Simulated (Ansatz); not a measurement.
MgO, CsCl type: a relaxation of cell and atoms in Ansatz 0.2.0 (PBE). It starts from a guessed cell.

input.yaml:
```yaml
crystal:
  lattice:
    - [2.450827644, 0.0, 0.0]
    - [0.0, 2.450827644, 0.0]
    - [0.0, 0.0, 2.450827644]
  atoms:
    - { symbol: Mg, position: [0.0, 0.0, 0.0] }
    - { symbol: O, position: [0.5, 0.5, 0.5] }
kpoints:
  mp_grid: { grid: [10, 10, 10] }
hamiltonian:
  xc: pbe
scf:
  occupations: { method: fermi_dirac, width: 0.02 }
relax:
  f_tol: 0.005
  cell: {}
output:
  write_density: true
  write_potential: true
  elf: true
  volumetric_format: npy
```

Command: `ansatz run input.yaml --threads 4 --pin off --max-ram 7372MiB --backend cpu --events-out ev --progress --plain --runs-dir out`. Wall time 6.2 s on 4 threads of Arm Neoverse N1, on a shared host, load about 0.9 per core; peak host memory 0.33 GiB.

Main lines of the log:
```
Pseudopotential: Mg, paw, valence charge 10, recommended cutoff 420 eV (normal)
Pseudopotential: O, paw, valence charge 6, recommended cutoff 420 eV (normal)
Functional definition: PBE
Crystal: 2 atoms, lattice volume = 14.721 Å³
Basis set: ecut = 420 eV, 257 PW (Γ)
Bands: 12, of which v1, the nominal top of the filled ones, is band 8 counted from 1 (7 counted from 0)
Symmetry: 48 space group operations
Space group: Pm-3m (ITA 221)
k-points: 56 of 1000
relax step 1: F+E_penalty+E_count = -2492.05335227 eV  P = +56.188 GPa  Ω = 14.721 Å³
relax step 2: F+E_penalty+E_count = -2492.36075330 eV  P = +32.574 GPa  Ω = 15.865 Å³
relax step 3: F+E_penalty+E_count = -2492.56807241 eV  P = +5.706 GPa  Ω = 17.766 Å³
relax step 4: F+E_penalty+E_count = -2492.57500317 eV  P = -0.643 GPa  Ω = 18.366 Å³
relax step 5: F+E_penalty+E_count = -2492.57537417 eV  P = +0.000 GPa  Ω = 18.301 Å³
relax step 6: F+E_penalty+E_count = -2492.62963729 eV  P = +4.075 GPa  Ω = 18.301 Å³  (SCF on a basis re-selected at this cell)
relax step 7: F+E_penalty+E_count = -2492.63381978 eV  P = +0.769 GPa  Ω = 18.709 Å³
relax step 8: F+E_penalty+E_count = -2492.63356701 eV  P = +0.048 GPa  Ω = 18.805 Å³
relax step 9: F+E_penalty+E_count = -2492.63608635 eV  P = +0.094 GPa  Ω = 18.805 Å³  (SCF on a basis re-selected at this cell)
relax step 10: F+E_penalty+E_count = -2492.63603770 eV  P = +0.001 GPa  Ω = 18.817 Å³
relax step 11: F+E_penalty+E_count = -2492.63603770 eV  P = +0.001 GPa  Ω = 18.817 Å³  (SCF on a basis re-selected at this cell)
SCF converged after 7 iterations
Free energy (F): -2492.636038 eV
Fermi energy:    10.802587 eV
--- Forces (eV/Å), atoms counted from 1 ---
  atom   1  Mg      0.00000      0.00000      0.00000
  atom   2  O       0.00000      0.00000      0.00000
--- Stress (GPa, compression-positive) ---
        0.001478       0.000000       0.000000
        0.000000       0.001478       0.000000
        0.000000       0.000000       0.001478
  P = ⅓ Tr σ = 0.0015 GPa (0.015 kbar)
--- Relaxed structure (8 steps of the walk, 8 accepted, 3 SCFs on fresh bases) ---
  F+E_penalty+E_count = -2492.63603770 eV
  cell:  # Å, volume = 18.8173 Å³
    - [2.659822, 0.000000, 0.000000]
    - [0.000000, 2.659822, 0.000000]
    - [0.000000, 0.000000, 2.659822]
  atoms:
    - { symbol: Mg, position: [0.000000, 0.000000, 0.000000] }
    - { symbol: O, position: [0.500000, 0.500000, 0.500000] }
```

Planar averages along the third cell vector, from rho_z.tsv and v_z.tsv (valence density with its augmentation; electrostatic potential energy of an electron, of which only differences have a meaning):
```
z (Å)  ρ (e/Å³)  v_es (eV)
 0.00     1.888      -4.41
 0.15     1.614      -3.40
 0.30     1.019      -0.66
 0.44     0.529       2.81
 0.59     0.344       5.88
 0.74     0.390       6.89
 0.89     0.559       6.16
 1.03     0.779       5.11
 1.18     0.961       4.16
 1.33     1.030       3.79
 1.48     0.961       4.16
 1.63     0.779       5.11
 1.77     0.559       6.16
 1.92     0.390       6.89
 2.07     0.344       5.88
 2.22     0.529       2.81
 2.36     1.019      -0.66
 2.51     1.614      -3.40
```

In 8 steps the volume changed by +27.8 %; between the first SCF and the last, each on a basis chosen for its cell, the energy fell by 291 meV an atom. At the end: it is cubic, Pm-3m (No. 221); a = 2.660 Å in the conventional setting, 9.41 Å³ an atom. Around Mg lie 8 O at 2.30 Å; around O lie 8 Mg at 2.30 Å.

The cell comes from a prototype generator: it can be a known phase or a hypothetical one. Spin polarisation is off.
